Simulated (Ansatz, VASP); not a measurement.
# InP in VASP and in Ansatz

```xyz
2
Lattice="2.9428 2.9428 0.0000 -2.9428 2.9428 0.0000 0.0000 2.9428 2.8802" Properties=species:S:1:pos:R:3 pbc="T T T"
In    0.0000    0.0000    0.0000
P     1.4714    4.4142    1.4401
```

Change from the starting cell: in-plane strain +0.01, out-of-plane length and atoms relaxed by PAW.

Alike in both runs: functional LDA; k mesh 8 × 8 × 8; no spin polarisation.

Ansatz relaxed the structure, and its values are those at the end. VASP's run is a single point on that final structure, the one shown.

|  | VASP | Ansatz |
| --- | --- | --- |
| version | VASP 6.6.1 | Ansatz 0.2.0 |
| potentials or method | VASP PAW LDA potentials, release 64 (In_d, P) | PAW with Ansatz's default frozen-core files, scalar-relativistic |
| plane-wave cutoff (eV) | 520 | 420 |
| occupations | gaussian, width 0.01 eV | fixed |
| valence electrons in the cell | 18 | 18 |

|  | VASP | Ansatz | Ansatz less VASP |
| --- | --- | --- | --- |
| pressure (GPa) | -0.6 | -0.6 | -0.01 |
